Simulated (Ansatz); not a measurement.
The system is Ge.

```
Ge
1.0
     0.00000   -2.09836   -2.09836
     0.00000    2.09836   -2.09836
     4.19672    0.00000    0.00000
Ge
2
Direct
  0.55540 0.49489 0.54849
  0.94460 0.00511 0.95151
```

This isn't the form of Ge at room conditions, which is diamond.

The cell isn't the ideal one: a zone-boundary wave of random shape, sigma 0.15 Å.

A run of Ansatz 0.2.0 on this cell left the log below. Logs are shortened: lines on timing, memory, paths and dates and some standing lists are left out, and cuts for length are marked.

```text
Warning: RAYON_NUM_THREADS=2 ignored (pool sized by the plan → 2); use --threads N
Engine: ansatz 0.2.0, x86_64-unknown-linux-gnu
Pseudopotentials: kind: paw
Pseudopotential: Ge, paw, valence charge 14, recommended cutoff 500 eV (meta_gga), Ge.paw.azcp
Functional definition: r2SCAN
  parameter k0 = 0.174
  parameter k1 = 0.065
  parameter a1 = 4.9479
  exchange = r2scan_x(k0 = k0, k1 = k1, a1 = a1)
  correlation = r2scan_c
Crystal: 2 atoms, lattice volume = 36.957 Å³
Basis set: ecut = 500 eV, 927 PW (Γ), exchange–correlation on 96×96×128 points (64 copies of the dense FFT grid, shifted against one another)
Bands: 18, of which v1, the nominal top of the filled ones, is band 14 counted from 1 (13 counted from 0)
Symmetry: 2 space group operations
Space group: P-1 (ITA 2), of the structure as read, at distance tolerance 3.3e-5 Å
k-points: 244 of 486
Non-local potential: Ge, projectors of the file, l = 0: 2, l = 1: 2, l = 2: 3, l = 3: 1
PAW form: soft (Blöchl's): semilocal exchange-correlation on the pseudo side does not see the compensation charge
PAW frozen core: Ge, regenerated for the run's functional (the file was generated under x = pbe(κ = 0.804, μ = 0.2195149727645171), c = pbe(β = 0.06672455060314922))
PAW one-centre angular grid: Ge, 590 points (default); XC on 160 Gauss nodes
Initial density: superposition of atomic densities (neutral atoms: chi_scale 0, normalization atom), corrected by the library's trained network
Initial wavefunctions: pseudopotential atomic-orbital guess
Functional: x = r2scan, c = r2scan; τ floored in thin density (d = 2e-4 eV/Å³)
SCF iter   1: F=—  HF=-8604.486849 eV  |F-HF|=—  |Δ(HF+E_count)|=         —  Δρ=6.85e-3  dr2=9.36e-3  dr2_τ=2.18e-3  ethr=1.77e-3  ⟨swp⟩=5.7  Hψ=18680  notcnv=0
preconditioner: auto → Kerker (q_TF=auto, 2.605 Å⁻¹)  [metal: Δε(μ)=0.009 eV  Ē_g=24.329 eV  σ=0.050 eV  W_gap=0.04  n_scr=14 (ndim 8)  ℏωp=32.3 eV  f_vac=0.000  D(μ)=0.49/eV (n_scr^D=2)]
SCF iter   2: F=—  HF=-8604.502874 eV  |F-HF|=—  |Δ(HF+E_count)|=   1.60e-2  Δρ=2.84e-3  dr2=2.85e-3  dr2_τ=2.85e-5  ethr=3.34e-5  ⟨swp⟩=2.0  Hψ=10725  notcnv=0  defer=11
SCF iter   3: F=—  HF=-8604.503613 eV  |F-HF|=—  |Δ(HF+E_count)|=   7.39e-4  Δρ=1.82e-3  dr2=1.23e-3  dr2_τ=7.40e-6  ethr=1.02e-5  ⟨swp⟩=1.3  Hψ=4497  notcnv=0  defer=11
SCF iter   4: F=—  HF=-8604.504100 eV  |F-HF|=—  |Δ(HF+E_count)|=   4.88e-4  Δρ=3.19e-4  dr2=2.89e-5  dr2_τ=2.29e-7  ethr=4.41e-6  ⟨swp⟩=3.0  Hψ=7952  notcnv=0  defer=11
[... 211 lines left out ...]
E sigma→0 (E₀):  -8605.096068 eV
Entropy (-TS):   -0.003787 eV (-1.893 meV/atom)
Fermi energy:    11.072706 eV
--- Per-component energies (eV) ---
  E_band       = -243.653303
  E_kinetic    = 220.843923
  E_local      = -4300.650332  (includes V_loc(G=0)·N_el)
  E_nonlocal   = 835.428492
  E_hartree    = 1885.622947
  E_xc         = -138.237811
  E_vxc        = -136.165298  (∫ρ·V_xc dr)
  E_paw        = -4063.416046  (= ΣΔE_a)
  E_vpaw       = -642.174592  (= ΣTr[D̂ρ^β])
  E_aug_tail   = 0.000036  (compensation charges beyond the density's cutoff)
  E_vtau       = 7.818570  (kinetic-family band-sum trace: ∫τ·v_τ [+ j·A + Jᵃ·Aᵃ] dr)
  E_ewald      = -3042.513852
  E_core_change = -2.171532  (= ΣΔE_core)
  E_smearing   = -0.003787  (= −TS)
  E_closure    = 0.000000  (closes the sum)
  Σ components = -8605.097962   (vs F -8605.097962, Δ=0.00e0)
--- Forces (eV/Å), atoms counted from 1 ---
  atom   1  Ge     0.00000052    -0.00008346     0.00021965
  atom   2  Ge    -0.00000052     0.00008346    -0.00021965
  max |Σ_I F_I| component: 0.00e0 eV/Å
--- Stress (GPa, compression-positive) ---
        0.046664      -0.000380       0.002774
       -0.000380      -0.015268       0.002323
        0.002774       0.002323      -0.016042
  P = ⅓ Tr σ = 0.0051 GPa (0.051 kbar)
--- Band table (eV; the first three rows and the last of 244) ---
  k-point 0: bands = ["-14.4996", "-14.4632", "-14.3902", "-14.3659", "-14.3588", "-14.2611", "-14.2345", "-14.2280", "-14.2125", "-14.2034", "-2.9197", "2.6234", "5.1216", "14.4379", "18.7630", "18.8497", "19.0857", "19.7441"]
  k-point 1: bands = ["-14.4945", "-14.4621", "-14.3799", "-14.3685", "-14.3614", "-14.2573", "-14.2451", "-14.2269", "-14.2135", "-14.2073", "-2.7375", "1.4995", "6.5936", "14.6278", "18.0967", "18.4614", "18.9371", "19.0283"]
  k-point 2: bands = ["-14.4818", "-14.4619", "-14.3733", "-14.3679", "-14.3517", "-14.2739", "-14.2469", "-14.2241", "-14.2180", "-14.2164", "-2.1910", "-0.0283", "9.1532", "15.1714", "15.1888", "17.2502", "19.4634", "19.5552"]
  k-point 243: bands = ["-14.3807", "-14.3779", "-14.3726", "-14.3350", "-14.3306", "-14.3151", "-14.2993", "-14.2472", "-14.2261", "-14.1310", "1.5149", "5.6724", "5.7924", "9.0367", "10.6786", "15.9003", "16.4401", "19.7005"]
--- Relaxed structure (15 steps of the walk, 14 accepted, 1 SCFs on fresh bases) ---
  F+E_penalty+E_count = -8605.09796151 eV   max|allowed force component| = 2.196e-4 eV/Å   (the final SCF, on the basis selected at the relaxed cell)
  cell:  # Å, volume = 37.3493 Å³
    - [3.079802796745802e-5, -1.8528918107051477, -1.852904005111065]
    - [0.00014318759670896959, 2.06846333906039, -2.0684755334663074]
    - [4.872502131121162, 0.00011238956900931484, -0.00017398562509100273]
  atoms:
    - { symbol: Ge, position: [0.7500209112578626, 0.5002896229598076, 0.5000000071438633] }
    - { symbol: Ge, position: [0.7499790887421376, -0.0002896229598077227, 0.9999999928561372] }
```

Question: Write the input and the command behind it.

Answer: Relaxation of cell and atoms with r2SCAN, no spin polarisation. The files as run (others can give the same):

input.yaml
```yaml
crystal:
  lattice:
    - [0.0, -2.09836052, -2.09836052]
    - [0.0, 2.09836052, -2.09836052]
    - [4.19672105, 0.0, 0.0]
  atoms:
    - { symbol: Ge, position: [0.55540137, 0.49489068, 0.54849039] }
    - { symbol: Ge, position: [0.94459863, 0.00510932, 0.95150961] }
hamiltonian:
  xc: r2scan
  pseudopotentials: { kind: paw }
kpoints:
  mp_grid: { grid: [9, 9, 6] }
scf:
  occupations: { method: fermi_dirac, width: 0.05 }
output:
  forces: true
  stress: true
  eigenvalues: true
relax:
  f_tol: 0.01
  max_steps: 40
  cell: { stress_tol: 0.05 }
```

Potentials or basis: Ansatz PAW.
Launch:
```bash
$ ansatz run input.yaml --threads 2 --pin off --max-ram 5632MiB --backend cpu --events-out ev --progress --plain --runs-dir out
```

Caveat: the plane-wave basis is chosen anew once the cell has moved, so the energies of steps on either side of that aren't comparable; the PAW data sets come from PBE, with cores solved anew for the run's functional, which leaves a small shift of forces and pressure.
